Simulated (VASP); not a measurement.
GePt:

```
Ge Pt
1.0
     4.76015    0.00000    0.00000
     0.00000    4.76015    0.00000
     0.00000    0.00000    4.76015
Ge Pt
3 3
Cartesian
  2.3801 0.0000 0.0000
  0.0000 2.3801 0.0000
  0.0000 0.0000 2.3801
  0.0000 2.3801 2.3801
  2.3801 0.0000 2.3801
  2.3801 2.3801 0.0000
```

The cell was built by a generator and needn't be a form met in nature.

| Item | Value |
| --- | --- |
| Program | VASP 6.6.1 |
| Task | relaxation of cell and atoms |
| Functional | PBE |
| Potentials or basis | VASP PAW PBE potentials, release 64 (Ge_d, Pt) |
| Cutoff | 520 eV |
| k mesh | 4 × 4 × 4 |
| Occupations | gaussian, width 0.15 eV |
| Spin | no spin polarisation |

At the start: pressure 17.8 GPa; volume 17.98 Å³/atom.

Q: How do energy, volume and symmetry change on relaxing?

A: Over 3 steps the energy falls by 106.6 meV/atom and the volume is 20.24 Å³/atom (+12.6 %); space group Pm-3m (No. 221, to 0.05 Å).

Step by step:
```
step  energy change (eV)  largest force (eV/Å)  pressure (GPa)  volume (Å³)
   1              0.0000                0.0000           17.76       107.86
   2              0.2834                0.0000          -11.76       142.06
   3             -0.6396                0.0000            0.12       121.46
```

Final structure:
```cif
data_structure
_symmetry_space_group_name_H-M 'P 1'
_symmetry_Int_Tables_number 1
_cell_length_a 4.9524
_cell_length_b 4.9524
_cell_length_c 4.9524
_cell_angle_alpha 90.000
_cell_angle_beta 90.000
_cell_angle_gamma 90.000
_cell_volume 121.46
loop_
_atom_site_label
_atom_site_type_symbol
_atom_site_fract_x
_atom_site_fract_y
_atom_site_fract_z
_atom_site_occupancy
Ge1 Ge 0.50000 0.00000 0.00000 1
Ge2 Ge 0.00000 0.50000 0.00000 1
Ge3 Ge 0.00000 0.00000 0.50000 1
Pt1 Pt 0.00000 0.50000 0.50000 1
Pt2 Pt 0.50000 0.00000 0.50000 1
Pt3 Pt 0.50000 0.50000 0.00000 1
```
